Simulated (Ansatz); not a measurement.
Geometry optimisation in Ansatz: input, command and trajectory.

```yaml
crystal:
  lattice:
    - [-1.641, 1.641, 1.641]
    - [1.641, -1.641, 1.641]
    - [1.641, 1.641, -1.641]
  atoms:
    - { symbol: Ti, position: [0.0, 0.0, 0.0] }
basis:
  ecutwfc: 420
kpoints:
  mp_grid: { grid: [16, 16, 16] }
hamiltonian:
  xc: pbe
scf:
  occupations: { method: gaussian, width: 0.1 }
output:
  forces: true
  stress: true
  eigenvalues: true
  write_density: true
  write_potential: true
  elf: true
  volumetric_format: npy
relax:
  adjacent_minimum: "off"
  f_tol: 0.02
  max_steps: 70
  cell: { stress_tol: 0.1 }
```

```bash
ansatz run input.yaml --threads 2 --pin off --max-ram 5120MiB --backend cpu --events-out ev --progress --plain --runs-dir out
```

Theory: DFT PBE, scalar-relativistic, plane waves, PAW in Ansatz.

Of 4 frames 4 are shown, positions in Å and forces in eV/Å; the SCF threshold varies from step to step. Steps run on the plane waves of an earlier cell, with a Pulay correction in the pressure. The basis is chosen afresh for the last frame, the zero of the energies, and can be on the way; energy and pressure step there, also at an unchanged geometry.

```xyz
1
Lattice="-1.6410 1.6410 1.6410 1.6410 -1.6410 1.6410 1.6410 1.6410 -1.6410" Properties=species:S:1:pos:R:3:forces:R:3 pbc="T T T" step=1 free_energy_over_end_meV_per_atom=3.64 pressure_GPa=-2.58
Ti    0.0000    0.0000    0.0000    0.0000    0.0000    0.0000
1
Lattice="-1.6150 1.6150 1.6150 1.6150 -1.6150 1.6150 1.6150 1.6150 -1.6150" Properties=species:S:1:pos:R:3:forces:R:3 pbc="T T T" step=2 free_energy_over_end_meV_per_atom=2.81 pressure_GPa=2.47
Ti    0.0000    0.0000    0.0000    0.0000    0.0000    0.0000
1
Lattice="-1.6275 1.6275 1.6275 1.6275 -1.6275 1.6275 1.6275 1.6275 -1.6275" Properties=species:S:1:pos:R:3:forces:R:3 pbc="T T T" step=3 free_energy_over_end_meV_per_atom=-0.04 pressure_GPa=-0.08
Ti    0.0000    0.0000    0.0000    0.0000    0.0000    0.0000
1
Lattice="-1.6275 1.6275 1.6275 1.6275 -1.6275 1.6275 1.6275 1.6275 -1.6275" Properties=species:S:1:pos:R:3:forces:R:3 pbc="T T T" step=4 free_energy_over_end_meV_per_atom=0.00 pressure_GPa=-0.07
Ti    0.0000    0.0000    0.0000    0.0000    0.0000    0.0000
```

The run took 4.5 s on 2 threads of Arm Neoverse V1, with other jobs on the host, peak memory 0.31 GiB.